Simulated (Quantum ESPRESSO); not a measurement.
Au under changes of volume

One of the cells (18.207 Å³/atom); the others are scaled copies at fixed shape and fractional positions:

```
Au
1.0
    -1.65727    1.65727    1.65727
     1.65727   -1.65727    1.65727
     1.65727    1.65727   -1.65727
Au
1
Direct
  0.00000 0.00000 0.00000
```

This isn't the form of Au at room conditions, which is fcc.

* Program: Quantum ESPRESSO 7.5
* Functional: r2SCAN
* Potentials or basis: SG15 PBE 1.2
* Cutoff: 952 eV
* Density cutoff: 3810 eV
* k mesh: 8 × 8 × 8
* Occupations: fermi-dirac, width 0.05 eV
* Spin: no spin polarisation

| volume (Å³/atom) | energy over the lowest point (meV/atom) | pressure (GPa) |
| --- | --- | --- |
| 17.115 | 4.81 | 3.8 |
| 17.479 | 0.00 | 0.3 |
| 17.843 | 2.42 | -2.7 |
| 18.207 | 11.15 | -5.3 |
| 18.571 | ? | ? |
| 18.935 | 44.40 | -9.5 |
| 19.299 | 67.62 | -11.1 |

Q: What does the run at 18.571 Å³/atom give?

A: Energy over the lowest point 25.39 meV/atom; pressure -7.6 GPa.

Worked out: A Birch-Murnaghan fit of order 3 (a polynomial in V^(-2/3)) to the other rows has its minimum at 17.53 Å³/atom with B0 = V·E''(V) = 150 GPa and B' = 5.5. It gives 25.37 meV/atom at 18.571 Å³/atom, against the run's 25.39, and -dE/dV = -7.4 GPa, against -7.6.

Energies are extrapolated to zero smearing.

Caveats: the potentials were made for another functional, which shifts forces and pressure.
